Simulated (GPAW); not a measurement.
Wanted: an ASE script for a GPAW 26.7.0 run.

* Task: single point
* Functional: r2SCAN
* Potentials or basis: GPAW PAW data sets (gpaw-data 1.2.1)
* Cutoff: 650 eV
* Basis: pw
* k mesh: 7 × 7 × 7
* Occupations: fermi-dirac, width 0.05 eV
* Spin: no spin polarisation
* Maxiter: 120
* Convergence: default

Na:

```
CELL_PARAMETERS angstrom
-2.14100 2.14100 2.14100
2.14100 -2.14100 2.14100
2.14100 2.14100 -2.14100
ATOMIC_POSITIONS crystal
Na 0.00000 0.00000 0.00000
```

One way to write it, as run:

run.py

```python
from ase.dft.bandgap import bandgap
from ase.io import write
from ase.spacegroup import crystal
from ase.units import GPa
from gpaw import GPAW, PW

# Na 2a
atoms = crystal(['Na'],
                basis=[[0.0, 0.0, 0.0]],
                spacegroup=229, setting=1,  # Im-3m
                cellpar=[4.282, 4.282, 4.282, 90.0, 90.0, 90.0],
                primitive_cell=True)

calc = GPAW(mode=PW(650),
            xc='MGGA_X_R2SCAN+MGGA_C_R2SCAN',
            kpts={'size': (7, 7, 7), 'gamma': True},
            occupations={'name': 'fermi-dirac', 'width': 0.05},
            nbands=10,
            maxiter=120,
            txt='gpaw.txt')
atoms.calc = calc
energy = atoms.get_potential_energy()
forces = atoms.get_forces()
stress = atoms.get_stress()
calc.write('gs.gpw')
write('result.traj', atoms)
print(f'Energy: {energy:.6f} eV')
print('Forces (eV/A):')
print(forces.round(4))
print('Stress (GPa):', (stress / GPa).round(3))
print('Fermi level:', round(calc.get_fermi_level(), 4), 'eV')
print(f'Gap: {bandgap(calc)[0]:.4f} eV, direct: {bandgap(calc, direct=True)[0]:.4f} eV')
```

Potentials or basis: GPAW PAW data sets (gpaw-data 1.2.1), pw.

Command:

```bash
$ OMP_NUM_THREADS=1 python run.py
```

Results of the run:

```yaml
Pressure: -0.3 GPa
Band_gap_on_the_k_mesh: none (metal or under the smearing width)
```

Caveat: the cutoff is short for stress and forces, so pressures can be off by a GPa or more; the PAW data sets were made with another functional, which shifts forces and pressure a little.

Wall time 32 s on 1 thread of Arm Neoverse N1, with other jobs on the host, peak memory 0.17 GiB.
